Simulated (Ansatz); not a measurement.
The structure below was relaxed with Kohn–Sham DFT with the PBE functional, run in Ansatz (a first-principles code) with PAW and 420 eV plane waves, no spin-orbit coupling, at pressure −1 GPa.

```yaml
crystal:
  lattice:
    - [-2.80374, 2.80374, 5.64654]
    - [2.80374, -2.80374, 5.64654]
    - [2.80374, 2.80374, -5.64654]
  atoms:
    - { symbol: Cu, position: [0.75000, 0.25000, 0.50000] }
    - { symbol: Cu, position: [0.00000, 0.00000, 0.00000] }
    - { symbol: In, position: [0.25000, 0.75000, 0.50000] }
    - { symbol: In, position: [0.50000, 0.50000, 0.00000] }
    - { symbol: S, position: [0.09569, 0.12500, 0.47069] }
    - { symbol: S, position: [0.65431, 0.62500, 0.52931] }
    - { symbol: S, position: [0.37500, 0.90431, 0.02931] }
    - { symbol: S, position: [0.87500, 0.34569, 0.97069] }
```

Question: Find the space group and the Wyckoff positions.

Answer: Space group I-42d (No. 122); a = b = 5.607 Å, c = 11.293 Å, α = β = γ = 90.00°

```json
[
 {"atom": "Cu", "site": "4a", "symmetry": "-4..", "x": "0.0000", "y": "0.0000", "z": "0.0000"},
 {"atom": "In", "site": "4b", "symmetry": "-4..", "x": "0.0000", "y": "0.0000", "z": "0.5000"},
 {"atom": "S", "site": "8d", "symmetry": ".2.", "x": "0.2500", "y": "0.2793", "z": "0.3750"}
]
```

Question: Describe the coordination.

Answer: The crystal has 16 atoms in its conventional cell. Conventional cell: a = 5.607 Å, b = 5.607 Å, c = 11.293 Å, α = 90.00°, β = 90.00°, γ = 90.00°. Cu sees 4 S at 2.343 Å (tetrahedral). In sees 4 S at 2.532 Å (tetrahedral). S is surrounded by 2 Cu at 2.343 Å and 2 In at 2.532 Å (tetrahedral). (Neighbours: up to the widest gap in distance over summed covalent radii, below 1.35, at either atom; cation-cation and far metal-metal contacts left out.)

Load acts through the strain it causes; cell and atoms are relaxed under it. Stability against distortions was not tested. The final runs are not spin-polarised. The cell was made from InCuS$_{2}$ in the chalcopyrite structure (space group I-42d, No. 122) by this change: pressure −1 GPa.
